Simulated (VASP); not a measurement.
# SiC in VASP: relaxing the cell with several functionals, part 1 of 2

Cell and atoms of SiC, CsCl type are relaxed with PBE, r2SCAN, PBEsol and LDA. This is a trial cell built on a prototype, not taken from a measured structure, and it needn't be the compound's ground state.

The runs shown are made with VASP 6.6.1. PAW datasets, plane waves, zero pressure. All values are calculated for a non-magnetic cell, which may be hypothetical.

**1. The cell**

Space group Pm-3m (No. 221), cubic; a = 2.364 Å in the conventional setting, 6.60 Å³ an atom. Around Si lie 8 C at 2.05 Å; around C lie 8 Si at 2.05 Å.

As a file:

```xyz
2
Lattice="2.3637 0.0000 0.0000 0.0000 2.3637 0.0000 0.0000 0.0000 2.3637" Properties=species:S:1:pos:R:3 pbc="T T T"
Si    0.0000    0.0000    0.0000
C     1.1818    1.1818    1.1818
```

**2. Relaxation with PBE**

INCAR reads:

```
ENCUT = 600.000000
SIGMA = 0.020000
EDIFF = 1.00e-07
EDIFFG = -5.00e-03
GGA = PE
PREC = Accurate
IBRION = 2
ISIF = 3
ISMEAR = -1
NBANDS = 11
NELM = 120
NSW = 40
LASPH = .TRUE.
LCHARG = .FALSE.
LWAVE = .FALSE.
LREAL = .FALSE.
```

KPOINTS reads:

```
KPOINTS created by Atomic Simulation Environment
0
Gamma
10 10 10
0 0 0
```

POSCAR reads:

```
Si C
 1.0000000000000000
     2.3636662286000001    0.0000000000000000    0.0000000000000000
     0.0000000000000000    2.3636662286000001    0.0000000000000000
     0.0000000000000000    0.0000000000000000    2.3636662286000001
 Si  C
   1   1
Cartesian
  0.0000000000000000  0.0000000000000000  0.0000000000000000
  1.1818331143000000  1.1818331143000000  1.1818331143000000
```

The run uses the recommended PBE PAW datasets (8 valence electrons a neutral cell).

On the command line:

```bash
$ mpirun -np 1 vasp_std
```

The first run moved the cell so far that it was started again from its end, on a fresh basis. The second run's POSCAR:

```
Si C
 1.0000000000000000
     2.6446215418045060    0.0000000000000000   -0.0000000000000001
     0.0000000000000000    2.6446215418045056   -0.0000000000000001
     0.0000000000000001    0.0000000000000002    2.6446215418045060
 Si  C
   1   1
Cartesian
  0.0000000000000000  0.0000000000000000  0.0000000000000000
  1.3223107709022530  1.3223107709022528  1.3223107709022530
```

The files below are the second run's.

Printed to the terminal (iteration lines stand in OSZICAR):

```text
POSCAR found type information on POSCAR SiC
 POSCAR found :  2 types and       2 ions
 LDA part: xc-table for (Slater+PW92), standard interpolation
 POSCAR, INCAR and KPOINTS ok, starting setup
 FFT: planning ... GRIDC
 FFT: planning ... GRID_SOFT
 FFT: planning ... GRID
 WAVECAR not read
 WARNING: random wavefunctions but no delay for mixing, default for NELMDL
 entering main loop
 curvature:   0.00 expect dE= 0.000E+00 dE for cont linesearch  0.000E+00
 search vector abs. value=  0.590E-06
 reached required accuracy - stopping structural energy minimisation
```

OSZICAR:

```text
N       E                     dE             d eps       ncg     rms          rms(c)
DAV:   1     0.522150004046E+01    0.52215E+01   -0.42469E+03  1288   0.697E+02
DAV:   2    -0.109210798554E+02   -0.16143E+02   -0.15169E+02  1623   0.102E+02
DAV:   3    -0.113893970404E+02   -0.46832E+00   -0.46128E+00  1516   0.135E+01
DAV:   4    -0.113905308572E+02   -0.11338E-02   -0.11337E-02  1344   0.823E-01
DAV:   5    -0.113905334538E+02   -0.25965E-05   -0.25958E-05  1470   0.365E-02    0.500E+00
DAV:   6    -0.109125504762E+02    0.47798E+00   -0.20854E+00  1288   0.597E+00    0.222E+00
DAV:   7    -0.109092588431E+02    0.32916E-02   -0.52655E-02  1447   0.160E+00    0.110E+00
DAV:   8    -0.109053225124E+02    0.39363E-02   -0.50811E-03  1331   0.462E-01    0.119E-01
DAV:   9    -0.109052638564E+02    0.58656E-04   -0.19382E-04  1633   0.894E-02    0.565E-02
DAV:  10    -0.109052726546E+02   -0.87981E-05   -0.34842E-05  1391   0.333E-02    0.126E-02
DAV:  11    -0.109052684091E+02    0.42455E-05   -0.16500E-05  1423   0.173E-02    0.224E-03
DAV:  12    -0.109052682532E+02    0.15588E-06   -0.91554E-07  1400   0.565E-03    0.973E-04
DAV:  13    -0.109052681097E+02    0.14349E-06   -0.38207E-08   772   0.149E-03    0.256E-04
DAV:  14    -0.109052680912E+02    0.18574E-07   -0.90810E-09   721   0.495E-04
   1 F= -.10905268E+02 E0= -.10903697E+02  d E =-.109053E+02
```

OUTCAR, selected sections:

```text
k-points           NKPTS =     56   k-points in BZ     NKDIM =     56   number of bands    NBANDS=     11

   NELECT =       8.0000    total number of electrons

   dimension x,y,z NGX =    24 NGY =   24 NGZ =   24
   dimension x,y,z NGXF=    48 NGYF=   48 NGZF=   48

  energy-cutoff  :      600.00
  volume of cell :       18.50
      direct lattice vectors                 reciprocal lattice vectors
     2.644621542  0.000000000 -0.000000000     0.378125938 -0.000000000 -0.000000000
     0.000000000  2.644621542 -0.000000000    -0.000000000  0.378125938 -0.000000000
     0.000000000  0.000000000  2.644621542     0.000000000  0.000000000  0.378125938

 k-points in reciprocal lattice and weights: KPOINTS created by Atomic Simulation Env
   0.00000000  0.00000000  0.00000000       0.001
   0.10000000  0.00000000  0.00000000       0.006
   0.20000000  0.00000000  0.00000000       0.006
   0.30000000  0.00000000  0.00000000       0.006
   0.40000000  0.00000000  0.00000000       0.006
   0.50000000  0.00000000  0.00000000       0.003
   0.10000000  0.10000000  0.00000000       0.012
   0.20000000  0.10000000  0.00000000       0.024
[... 48 more k-points ...]

 E-fermi :  11.0603

 k-point     1 :       0.0000    0.0000    0.0000
  band No.  band energies     occupation
      1      -6.3509      2.00000
      2      10.0263      2.00000
      3      10.0263      2.00000
      4      10.0263      2.00000
      5      12.5799      0.00000
      6      16.1080      0.00000
      7      16.1080      0.00000
      8      23.7985      0.00000
      9      23.7985      0.00000
     10      23.7985      0.00000
     11      31.2394      0.00000

 k-point     2 :       0.1000    0.0000    0.0000
  band No.  band energies     occupation
      1      -6.1587      2.00000
      2       8.3266      2.00000
      3      10.1649      2.00000
      4      10.1649      2.00000
      5      13.1984      0.00000
      6      16.3007      0.00000
      7      17.3357      0.00000
      8      23.3180      0.00000
      9      23.3180      0.00000
     10      23.6841      0.00000
     11      30.9305      0.00000

 k-point     3 :       0.2000    0.0000    0.0000
  band No.  band energies     occupation
      1      -5.5850      2.00000
      2       5.6305      2.00000
      3      10.5623      2.00000
      4      10.5623      2.00000
      5      13.8541      0.00000
      6      16.8688      0.00000
      7      19.1255      0.00000
      8      22.0554      0.00000
      9      22.0554      0.00000
     10      24.1562      0.00000
     11      30.5035      0.00000

 k-point     4 :       0.3000    0.0000    0.0000
  band No.  band energies     occupation
      1      -4.6408      2.00000
      2       3.0168      2.00000
      3      11.1483      0.02418
      4      11.1483      0.02418
      5      14.5962      0.00000
      6      17.7677      0.00000
      7      19.1167      0.00000
      8      20.4939      0.00000
      9      20.4939      0.00000
     10      26.6066      0.00000
     11      27.5254      0.00000

 k-point     5 :       0.4000    0.0000    0.0000
  band No.  band energies     occupation
      1      -3.3677      2.00000
      2       0.7088      2.00000
      3      11.7481      0.00000
      4      11.7481      0.00000
      5      15.4761      0.00000
      6      18.1649      0.00000
      7      18.8352      0.00000
      8      19.1824      0.00000
      9      19.1824      0.00000
     10      25.2040      0.00000
     11      29.7107      0.00000

 k-point     6 :       0.5000    0.0000    0.0000
  band No.  band energies     occupation
      1      -2.2753      2.00000
      2      -0.7327      2.00000
      3      12.0266      0.00000
      4      12.0266      0.00000
      5      16.1103      0.00000
      6      17.4556      0.00000
      7      18.6486      0.00000
      8      18.6486      0.00000
      9      19.4481      0.00000
     10      24.1723      0.00000
     11      30.7173      0.00000

[... the tables of k-points 7 to 56 left out ...]

  Total        0.0028547      0.0028547      0.0028547      0.0000000     -0.0000000      0.0000000
  in kB        0.2472758      0.2472758      0.2472758      0.0000000     -0.0000000      0.0000000
  external PRESSURE =       0.2472758 kB  Pullay stress =       0.0000000 kB

 POSITION                                       TOTAL-FORCE (eV/Angst)
 -----------------------------------------------------------------------------------
      0.00000      0.00000      0.00000        -0.000000     -0.000000      0.000000
      1.32231      1.32231      1.32231         0.000000      0.000000     -0.000000
 -----------------------------------------------------------------------------------
    total drift:                                0.000000     -0.000000     -0.000000

  FREE ENERGIE OF THE ION-ELECTRON SYSTEM (eV)
  ---------------------------------------------------
  free  energy   TOTEN  =       -10.9052680912 eV

  energy  without entropy=      -10.9021255506  energy(sigma->0) =      -10.90369682
```

CONTCAR

```
Si C
   1.00000000000000
     2.6446215418045060    0.0000000000000000   -0.0000000000000001
     0.0000000000000000    2.6446215418045056   -0.0000000000000001
     0.0000000000000001    0.0000000000000002    2.6446215418045060
  Si              C
     1     1
Direct
     0.0000000000000000    0.0000000000000000    0.0000000000000000
     0.5000000000000000    0.5000000000000000    0.5000000000000000

  0.00000000E+00  0.00000000E+00  0.00000000E+00
  0.00000000E+00  0.00000000E+00  0.00000000E+00
```

Run time: 4.2 s. Hardware: 1 MPI rank of Intel Xeon 6975P-C, shared host; peak memory 0.14 GiB.

|  | before | after | change |
| --- | --- | --- | --- |
| a (Å) | 2.364 | 2.645 | +11.89 % |
| volume (Å³/atom) | 6.603 | 9.248 | +40.07 % |
| shortest distance (Å) | 2.047 | 2.290 | +11.89 % |
| space group | Pm-3m | Pm-3m | same |

**3. Relaxation with r2SCAN**

This run has another start. The cell comes from an earlier relaxation with PBE in another program.

Edit INCAR of step 2 so:

```diff
@@ -4,3 +4,4 @@
 EDIFFG = -5.00e-03
-GGA = PE
+ALGO = Normal
+METAGGA = R2SCAN
 PREC = Accurate
```

KPOINTS reads:

```
KPOINTS created by Atomic Simulation Environment
0
Gamma
8 8 8
0 0 0
```

POSCAR reads:

```
Si C
 1.0000000000000000
     2.6443621003327489    0.0000000000000000   -0.0000000000000000
     0.0000000000000000    2.6443621003327489    0.0000000000000000
     0.0000000000000000    0.0000000000000000    2.6443621003327489
 Si  C
   1   1
Cartesian
  0.0000000000000000  0.0000000000000000  0.0000000000000000
  1.3221810501663744  1.3221810501663744  1.3221810501663744
```

On the command line:

```bash
$ mpirun -np 1 vasp_std
```

The first run moved the cell so far that it was started again from its end, on a fresh basis. The second run's POSCAR:

```
Si C
 1.0000000000000000
     2.6206478648299454    0.0000000000000000   -0.0000000000000000
     0.0000000000000000    2.6206478648299454    0.0000000000000000
     0.0000000000000000   -0.0000000000000000    2.6206478648299454
 Si  C
   1   1
Cartesian
  0.0000000000000000  0.0000000000000000  0.0000000000000000
  1.3103239324149725  1.3103239324149725  1.3103239324149725
```

The files below are the second run's.

Standard output, without the iteration lines:

```text
POSCAR found type information on POSCAR SiC
 POSCAR found :  2 types and       2 ions
 -----------------------------------------------------------------------------
|                                                                             |
|                                                                             |
|     You enforced a specific xc type in the INCAR file but a different       |
|     I HOPE YOU KNOW WHAT YOU ARE DOING!                                     |
|                                                                             |
 -----------------------------------------------------------------------------

 LDA part: xc-table for (None), standard interpolation
 POSCAR, INCAR and KPOINTS ok, starting setup
 FFT: planning ... GRIDC
 FFT: planning ... GRID_SOFT
 FFT: planning ... GRID
 WAVECAR not read
 WARNING: random wavefunctions but no delay for mixing, default for NELMDL
 entering main loop
 curvature:   0.00 expect dE= 0.000E+00 dE for cont linesearch  0.000E+00
 search vector abs. value=  0.756E-06
 reached required accuracy - stopping structural energy minimisation
```

OSZICAR:

```text
N       E                     dE             d eps       ncg     rms          rms(c)
DAV:   1     0.957855248843E+00    0.95786E+00   -0.44124E+03   826   0.722E+02
DAV:   2    -0.161187616869E+02   -0.17077E+02   -0.16282E+02   943   0.106E+02
DAV:   3    -0.166819894064E+02   -0.56323E+00   -0.54747E+00   965   0.148E+01
DAV:   4    -0.166833661285E+02   -0.13767E-02   -0.13766E-02   861   0.878E-01
DAV:   5    -0.166833690004E+02   -0.28720E-05   -0.28709E-05   939   0.362E-02    0.570E+00
DAV:   6    -0.146379053267E+02    0.20455E+01   -0.19049E+00   817   0.615E+00    0.316E+00
DAV:   7    -0.146460332049E+02   -0.81279E-02   -0.36799E-02   912   0.148E+00    0.171E+00
DAV:   8    -0.146458472916E+02    0.18591E-03   -0.57632E-03   860   0.585E-01    0.111E-01
DAV:   9    -0.146459100792E+02   -0.62788E-04   -0.13476E-04   987   0.856E-02    0.416E-02
DAV:  10    -0.146459471766E+02   -0.37097E-04   -0.47476E-05   854   0.577E-02    0.835E-03
DAV:  11    -0.146459465958E+02    0.58080E-06   -0.88955E-07   921   0.629E-03    0.393E-03
DAV:  12    -0.146459462443E+02    0.35157E-06   -0.13555E-07   537   0.313E-03    0.921E-04
DAV:  13    -0.146459461488E+02    0.95411E-07   -0.91267E-09   457   0.969E-04
   1 F= -.14645946E+02 E0= -.14645343E+02  d E =-.146459E+02
```

OUTCAR, selected sections:

```text
k-points           NKPTS =     35   k-points in BZ     NKDIM =     35   number of bands    NBANDS=     11

   NELECT =       8.0000    total number of electrons

   dimension x,y,z NGX =    24 NGY =   24 NGZ =   24
   dimension x,y,z NGXF=    48 NGYF=   48 NGZF=   48

  energy-cutoff  :      600.00
  volume of cell :       18.00
      direct lattice vectors                 reciprocal lattice vectors
     2.620647865  0.000000000  0.000000000     0.381585032  0.000000000  0.000000000
     0.000000000  2.620647865  0.000000000     0.000000000  0.381585032  0.000000000
     0.000000000  0.000000000  2.620647865     0.000000000  0.000000000  0.381585032

 k-points in reciprocal lattice and weights: KPOINTS created by Atomic Simulation Env
   0.00000000  0.00000000  0.00000000       0.002
   0.12500000  0.00000000  0.00000000       0.012
   0.25000000  0.00000000  0.00000000       0.012
   0.37500000  0.00000000  0.00000000       0.012
   0.50000000  0.00000000  0.00000000       0.006
   0.12500000  0.12500000  0.00000000       0.023
   0.25000000  0.12500000  0.00000000       0.047
   0.37500000  0.12500000  0.00000000       0.047
[... 27 more k-points ...]

 E-fermi :  11.5677

 k-point     1 :       0.0000    0.0000    0.0000
  band No.  band energies     occupation
      1      -7.3446      2.00000
      2      10.3216      2.00000
      3      10.3216      2.00000
      4      10.3216      2.00000
      5      13.5426      0.00000
      6      16.7090      0.00000
      7      16.7090      0.00000
      8      25.6296      0.00000
      9      25.6296      0.00000
     10      25.6296      0.00000
     11      33.0526      0.00000

 k-point     2 :       0.1250    0.0000    0.0000
  band No.  band energies     occupation
      1      -7.0221      2.00000
      2       7.8093      2.00000
      3      10.5542      2.00000
      4      10.5542      2.00000
      5      14.3085      0.00000
      6      17.0314      0.00000
      7      18.6970      0.00000
      8      24.7652      0.00000
      9      24.7652      0.00000
     10      25.4544      0.00000
     11      32.6358      0.00000

 k-point     3 :       0.2500    0.0000    0.0000
  band No.  band energies     occupation
      1      -6.0636      2.00000
      2       4.1684      2.00000
      3      11.1993      2.00000
      4      11.1993      2.00000
      5      15.1602      0.00000
      6      17.9680      0.00000
      7      20.5912      0.00000
      8      22.7239      0.00000
      9      22.7239      0.00000
     10      26.8338      0.00000
     11      30.5661      0.00000

 k-point     4 :       0.3750    0.0000    0.0000
  band No.  band energies     occupation
      1      -4.5165      2.00000
      2       0.8905      2.00000
      3      12.0324      0.00000
      4      12.0324      0.00000
      5      16.2337      0.00000
      6      19.3473      0.00000
      7      19.7816      0.00000
      8      20.6921      0.00000
      9      20.6921      0.00000
     10      27.0789      0.00000
     11      30.8828      0.00000

 k-point     5 :       0.5000    0.0000    0.0000
  band No.  band energies     occupation
      1      -3.0291      2.00000
      2      -1.1855      2.00000
      3      12.4767      0.00000
      4      12.4767      0.00000
      5      17.0507      0.00000
      6      18.8672      0.00000
      7      19.8004      0.00000
      8      19.8004      0.00000
      9      20.2757      0.00000
     10      25.4458      0.00000
     11      32.6806      0.00000

 k-point     6 :       0.1250    0.1250    0.0000
  band No.  band energies     occupation
      1      -6.7006      2.00000
      2       7.9909      2.00000
      3       8.1760      2.00000
      4      10.7850      2.00000
      5      15.2192      0.00000
      6      18.1857      0.00000
      7      19.3373      0.00000
      8      23.4382      0.00000
      9      24.2962      0.00000
     10      26.1163      0.00000
     11      30.9060      0.00000

[... the tables of k-points 7 to 35 left out ...]

  Total        0.0032313      0.0032313      0.0032313      0.0000000     -0.0000000      0.0000000
  in kB        0.2876480      0.2876480      0.2876480      0.0000000     -0.0000000      0.0000000
  external PRESSURE =       0.2876480 kB  Pullay stress =       0.0000000 kB

 POSITION                                       TOTAL-FORCE (eV/Angst)
 -----------------------------------------------------------------------------------
      0.00000      0.00000      0.00000         0.000000      0.000000      0.000000
      1.31032      1.31032      1.31032         0.000000      0.000000      0.000000
 -----------------------------------------------------------------------------------
    total drift:                                0.000000     -0.000000     -0.000000

  FREE ENERGIE OF THE ION-ELECTRON SYSTEM (eV)
  ---------------------------------------------------
  free  energy   TOTEN  =       -14.6459461488 eV

  energy  without entropy=      -14.6447389016  energy(sigma->0) =      -14.64534253
```

CONTCAR

```
Si C
   1.00000000000000
     2.6206478648299454    0.0000000000000000    0.0000000000000000
     0.0000000000000000    2.6206478648299454    0.0000000000000000
     0.0000000000000000    0.0000000000000000    2.6206478648299454
  Si              C
     1     1
Direct
     0.0000000000000000    0.0000000000000000    0.0000000000000000
     0.5000000000000000    0.5000000000000000    0.5000000000000000

  0.00000000E+00  0.00000000E+00  0.00000000E+00
  0.00000000E+00  0.00000000E+00  0.00000000E+00
```

Wall time 9.5 s (1 MPI rank of Intel Xeon 6975P-C, shared host); peak memory 0.13 GiB.

|  | before | after | change |
| --- | --- | --- | --- |
| a (Å) | 2.644 | 2.621 | -0.90 % |
| volume (Å³/atom) | 9.246 | 8.999 | -2.67 % |
| shortest distance (Å) | 2.290 | 2.270 | -0.90 % |
| space group | Pm-3m | Pm-3m | same |

(Continued in part 2 of 2.)
